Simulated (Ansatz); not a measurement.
## V in Ansatz: the effect of functional

V:

```
CELL_PARAMETERS angstrom
2.56910 0.00000 0.00000
-1.28455 2.22490 0.00000
0.00000 0.00000 4.65950
ATOMIC_POSITIONS crystal
V 0.33333 0.66667 0.25000
V 0.66667 0.33333 0.75000
```

This isn't the form of V at room conditions, which is bcc.

The cell isn't the ideal one: volume scaled by 0.96.

Alike in all runs:

- Program: Ansatz 0.2.0
- Task: single point
- Potentials or basis: Ansatz PAW
- k mesh: 12 × 12 × 6
- Occupations: fermi-dirac, width 0.05 eV
- Spin: collinear spin, ferromagnetic start
- Starting moments: [2.0, 2.0] μB

**Question.** One run gave: pressure 4.3 GPa. Which functional did it use?
A. PBEsol
B. LDA
C. r2SCAN

**Answer.** C.

```csv
functional,cutoff,pressure (GPa)
LDA,420 eV (not typed: the program's choice for these potentials),-6.3
PBEsol,420 eV (not typed: the program's choice for these potentials),-0.2
r2SCAN,500 eV (not typed: the program's choice for these potentials),4.3
```

Caveats: the PAW data sets come from PBE, with cores solved anew for the run's functional, which leaves a small shift of forces and pressure; the starting moments weren't kept; the magnetic or orbital state may not be the lowest (some runs).
